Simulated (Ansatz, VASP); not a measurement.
## One calculation of KI, two programs

POSCAR

```
KI
1.0
    0.0000000000      3.5792642128      3.5792642128
    3.5792642128      0.0000000000      3.5792642128
    3.5792642128      3.5792642128      0.0000000000
I K
1 1
Direct
    0.5000000000      0.5000000000      0.5000000000
    0.0000000000      0.0000000000      0.0000000000
```

INCAR.step1

```
SYSTEM = KI
ALGO = Normal ; EDIFF = 1E-4
ENCUT = 520 ; GGA = PE
ISMEAR = -1 ; LASPH = .TRUE.
LCHARG = .FALSE. ; LREAL = .FALSE.
LWAVE = .TRUE. ; NBANDS = 15
NELM = 60 ; PREC = Accurate
SIGMA = 0.05
```

File INCAR.step2:

```
SYSTEM = KI
ALGO = Normal ; EDIFF = 1E-7
ENCUT = 520 ; ISIF = 2
ISMEAR = -1 ; ISTART = 1
LASPH = .TRUE. ; LCHARG = .TRUE.
LELF = .TRUE. ; LMIXTAU = .TRUE.
LREAL = .FALSE. ; LVHAR = .TRUE.
LWAVE = .FALSE. ; METAGGA = R2SCAN
NBANDS = 15 ; NELM = 60
PREC = Accurate ; SIGMA = 0.05
```

The input KPOINTS:

```
k-points
0
G
  7 7 7
  0 0 0
```

Contents of input.yaml:

```yaml
crystal:
  lattice:
    - [0.0, 3.5792642128, 3.5792642128]
    - [3.5792642128, 0.0, 3.5792642128]
    - [3.5792642128, 3.5792642128, 0.0]
  atoms:
    - { symbol: I, position: [0.5, 0.5, 0.5] }
    - { symbol: K, position: [0.0, 0.0, 0.0] }
hamiltonian:
  xc: r2scan
  pseudopotentials: { kind: paw }
kpoints:
  mp_grid: { grid: [7, 7, 7] }
scf:
  occupations: { method: fermi_dirac, width: 0.05 }
output:
  forces: true
  stress: true
  eigenvalues: true
```

Alike in both runs: task single point; functional r2SCAN; k mesh 7 × 7 × 7; occupations fermi-dirac, width 0.05 eV; no spin polarisation.

```csv
,VASP,Ansatz
version,VASP 6.6.1,Ansatz 0.2.0
potentials or method,"VASP PAW PBE potentials, release 64 (I, K_sv)",Ansatz PAW
plane-wave cutoff (eV),520,500
valence electrons in the cell,16,26
```

```tsv
	VASP	Ansatz	Ansatz less VASP
gap on the k mesh at the Fermi level (eV)	4.51	4.51	+0.003
least direct gap on the mesh (eV)	4.51	4.51	+0.003
pressure (GPa)	-0.3	-0.3	0.00
```

With one functional, cell and mesh, what is left measures potentials, basis and numerics. The two sets of potentials don't hold the same shells in valence.

Caveats: spin-orbit coupling is left out, which moves the levels of the heavy elements; the PAW data sets were made with another functional, which shifts forces and pressure a little (VASP); an odd mesh through Γ misses points on the zone boundary, where band edges often lie (VASP); odd divisions of the mesh miss points on the zone boundary, where band edges often lie, so the gap on the mesh can be too wide (Ansatz); the PAW data sets come from PBE, with cores solved anew for the run's functional, which leaves a small shift of forces and pressure (Ansatz). r2SCAN opens gaps a little over a GGA but as a rule still falls short of measured ones.
